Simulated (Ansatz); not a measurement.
## Eigenvalues along a path: Cd (fcc type)

```yaml
crystal:
  lattice:
    - [0.00000, 2.24988, 2.24988]
    - [2.24988, 0.00000, 2.24988]
    - [2.24988, 2.24988, 0.00000]
  atoms:
    - { symbol: Cd, position: [0.00000, 0.00000, 0.00000] }
```

The cell comes from a relaxation on PAW files under the same functional, begun from a prototype that needn't be the stable phase.

Computed with Ansatz 0.2.0; functional PBE, scalar-relativistic. Settings: a Γ-centred 14×14×14 k mesh, Fermi–Dirac smearing of 0.08 eV, no spin polarisation. Methods: PAW: frozen-core files, cutoff 420 eV.

This run: the series' base cell.

Path points, in fractions of the reciprocal vectors: Γ (0.000, 0.000, 0.000), X (0.500, 0.000, 0.500), U (0.625, 0.250, 0.625), K (0.375, 0.375, 0.750), L (0.500, 0.500, 0.500), W (0.500, 0.250, 0.750). The distance column jumps between branches of the path. Levels in eV from the Fermi level; bands 5 to 12, counted from the lowest band of the run. The gap is zero, the pressure 0.00 GPa.

```
# k(1/Å) point b5 b6 b7 b8 b9 b10 b11 b12
0.000 Γ -8.98 -8.98 -8.98 -8.57 -8.57 -8.43 13.13 14.32
0.175 - -9.00 -8.95 -8.95 -8.60 -8.56 -8.30 12.92 13.57
0.349 - -9.07 -8.87 -8.87 -8.69 -8.52 -7.88 12.14 12.14
0.524 - -9.17 -8.84 -8.75 -8.75 -8.47 -7.18 10.66 10.66
0.698 - -9.28 -9.02 -8.59 -8.59 -8.41 -6.22 9.31 9.31
0.873 - -9.39 -9.20 -8.43 -8.43 -8.35 -4.99 7.60 8.17
1.047 - -9.48 -9.35 -8.30 -8.28 -8.28 -3.53 5.03 7.31
1.222 - -9.54 -9.45 -8.26 -8.18 -8.18 -1.89 2.72 6.77
1.396 X -9.56 -9.49 -8.25 -8.14 -8.14 -0.66 1.27 6.59
1.458 - -9.56 -9.48 -8.25 -8.15 -8.14 -0.64 1.28 6.40
1.520 - -9.54 -9.47 -8.26 -8.17 -8.15 -0.56 1.30 5.90
1.581 - -9.52 -9.44 -8.28 -8.21 -8.16 -0.44 1.34 5.26
1.643 - -9.50 -9.40 -8.30 -8.26 -8.17 -0.27 1.38 4.54
1.705 - -9.47 -9.35 -8.33 -8.32 -8.18 -0.05 1.43 3.82
1.767 - -9.45 -9.28 -8.39 -8.37 -8.20 0.21 1.46 3.14
1.828 - -9.42 -9.21 -8.46 -8.40 -8.23 0.50 1.39 2.58
1.890 U -9.38 -9.13 -8.54 -8.44 -8.25 0.83 1.05 2.33
2.745 K -9.38 -9.13 -8.54 -8.44 -8.25 0.83 1.05 2.33
2.930 - -9.27 -8.90 -8.75 -8.55 -8.35 -0.84 2.01 2.74
3.115 - -9.16 -8.93 -8.70 -8.64 -8.46 -2.74 3.44 3.68
3.300 - -9.05 -9.03 -8.69 -8.58 -8.58 -4.43 4.99 5.06
3.486 - -9.07 -8.96 -8.70 -8.70 -8.54 -5.85 6.65 6.86
3.671 - -9.07 -8.92 -8.82 -8.67 -8.54 -6.98 8.61 8.79
3.856 - -9.03 -8.92 -8.90 -8.62 -8.56 -7.80 10.79 10.79
4.041 - -9.00 -8.96 -8.96 -8.58 -8.57 -8.28 12.60 13.00
4.226 Γ -8.98 -8.98 -8.98 -8.57 -8.57 -8.43 13.13 14.32
4.377 - -8.99 -8.97 -8.97 -8.57 -8.57 -8.33 12.66 13.55
4.528 - -9.03 -8.93 -8.93 -8.58 -8.58 -8.02 10.63 13.43
4.680 - -9.10 -8.89 -8.89 -8.56 -8.56 -7.49 8.33 13.39
4.831 - -9.19 -8.89 -8.89 -8.50 -8.50 -6.75 6.07 13.06
4.982 - -9.28 -8.91 -8.91 -8.41 -8.41 -5.80 3.92 12.67
5.133 - -9.35 -8.94 -8.94 -8.32 -8.32 -4.64 1.89 12.34
5.284 - -9.40 -8.97 -8.97 -8.25 -8.25 -3.31 0.03 12.11
5.435 L -9.42 -8.98 -8.98 -8.23 -8.23 -2.11 -1.34 12.03
5.559 - -9.40 -8.99 -8.96 -8.26 -8.23 -2.02 -1.30 11.39
5.682 - -9.34 -9.01 -8.90 -8.35 -8.24 -1.73 -1.18 10.04
5.806 - -9.26 -9.05 -8.81 -8.48 -8.25 -1.28 -0.97 8.52
5.929 - -9.18 -9.09 -8.70 -8.62 -8.25 -0.69 -0.66 7.01
6.053 - -9.13 -9.10 -8.76 -8.59 -8.24 -0.22 0.02 5.57
6.176 - -9.16 -9.03 -8.87 -8.53 -8.21 0.36 0.81 4.24
6.299 - -9.18 -8.99 -8.94 -8.51 -8.16 1.09 1.61 3.04
6.423 W -9.18 -8.97 -8.97 -8.51 -8.14 1.89 2.09 2.09
6.510 - -9.20 -9.10 -8.83 -8.49 -8.14 1.51 1.85 2.70
6.597 - -9.24 -9.22 -8.69 -8.46 -8.14 0.98 1.74 3.35
6.685 - -9.32 -9.30 -8.55 -8.41 -8.14 0.51 1.62 4.02
6.772 - -9.40 -9.36 -8.42 -8.36 -8.14 0.11 1.50 4.70
6.859 - -9.47 -9.41 -8.31 -8.31 -8.14 -0.22 1.40 5.36
6.946 - -9.52 -9.45 -8.28 -8.22 -8.14 -0.46 1.33 5.96
7.034 - -9.55 -9.48 -8.25 -8.16 -8.14 -0.61 1.29 6.41
7.121 X -9.56 -9.49 -8.25 -8.14 -8.14 -0.66 1.27 6.59
```
